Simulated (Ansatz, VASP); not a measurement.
## Two plane-wave programs on HfN

```xyz
4
Lattice="3.1054 0.0000 0.0000 -1.5527 2.6894 0.0000 0.0000 0.0000 5.3597" Properties=species:S:1:pos:R:3 pbc="T T T"
Hf    1.5527    0.8965    4.0197
Hf    0.0000    1.7929    1.3399
N     0.0000    0.0000    0.0000
N     0.0000    0.0000    2.6798
```

Alike in both runs: functional PBEsol; dispersion D3(BJ); k mesh 9 × 9 × 5; no spin polarisation.

Ansatz relaxed the structure, and its values are those at the end. VASP's run is a single point on that final structure, the one shown.

|  | VASP | Ansatz |
| --- | --- | --- |
| version | VASP 6.6.1 | Ansatz 0.2.0 |
| potentials or method | VASP PAW PBE potentials, release 64 (Hf_pv, N) | plane waves, PAW |
| plane-wave cutoff (eV) | 520 | 420 |
| occupations | methfessel-paxton of order 1, width 0.05 eV | cold, width 0.05 eV |
| valence electrons in the cell | 30 | 62 |

|  | VASP | Ansatz | Ansatz less VASP |
| --- | --- | --- | --- |
| pressure (GPa) | -2.1 | 0.0 | +2.09 |
| dispersion energy (meV/atom) | -399.9 | -400.0 | -0.13 |

The two sets of potentials don't hold the same shells in valence.

Caveats: the PAW data sets were made with another functional, which shifts forces and pressure a little (VASP); pairwise dispersion overbinds metals, which lowers pressure and volume. Spin-orbit coupling is left out, which matters for the levels of Hf.
